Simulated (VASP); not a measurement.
Write the native input for VASP 6.6.1 that does the following.

| Item | Value |
| --- | --- |
| Task | single point |
| Functional | PBE |
| Potentials or basis | VASP PAW PBE potentials, release 64 (Ni, O) |
| Cutoff | 520 eV |
| k mesh | 9 × 9 × 9 |
| Occupations | gaussian, width 0.02 eV |
| Spin | collinear spin, ferromagnetic start |
| Starting moments | [2.0, 0.0] μB |
| Further INCAR settings | ALGO = Fast; EDIFF = 1e-07; NBANDS = 19 |

The structure of NiO lies in POSCAR:

```
NiO
1.0
    1.4381403700      0.8303107300      2.3308059600
   -1.4381403700      0.8303107300      2.3308059600
    0.0000000000     -1.6606214600      2.3308059600
Ni O
1 1
Direct
    1.0000000000      0.0000000000      0.0000000000
    0.5000000000      0.5000000000      0.5000000000
```

The cell was built by a generator and needn't be a form met in nature.

The input as run:

INCAR

```
PREC = Accurate ; ENCUT = 520
EDIFF = 1E-7 ; ISMEAR = 0
SIGMA = 0.02 ; LREAL = False
LASPH = True ; NELM = 120
ALGO = Fast ; ISIF = 2
LWAVE = False ; LCHARG = False
ISPIN = 2 ; MAGMOM = 2 0
LORBIT = 11 ; LMAXMIX = 4
GGA = PE ; NBANDS = 19
```

KPOINTS

```
regular mesh
0
Gamma
  9 9 9
```

Potentials or basis: VASP PAW PBE potentials, release 64 (Ni, O).

Run with:

```sh
$ cat potpaw_PBE.64/Ni/POTCAR potpaw_PBE.64/O/POTCAR > POTCAR
$ mpirun -np 1 vasp_std > vasp.out
```

It gave:

The pressure is 22.6 GPa. The band gap on the k mesh is none (metal or under the smearing width), the net moment is 1.26 μB per cell and the site moments are Ni +1.06; O +0.17 μB. The valence electrons inside the program's atomic spheres are Ni 9.19; O 5.01.

Caveat: so large a pressure means that the cell lies far from this level's equilibrium, or that cutoff or potentials fall short; a cell with one magnetic atom can't hold antiferromagnetic order, which such compounds often take; semilocal functionals often make such compounds metallic where correlation or magnetic order opens a gap, which also shifts bond lengths.

It took 36 s on 1 thread of Intel(R) Xeon(R) 6975P-C (Granite Rapids), on a shared host, peak memory 0.17 GiB.
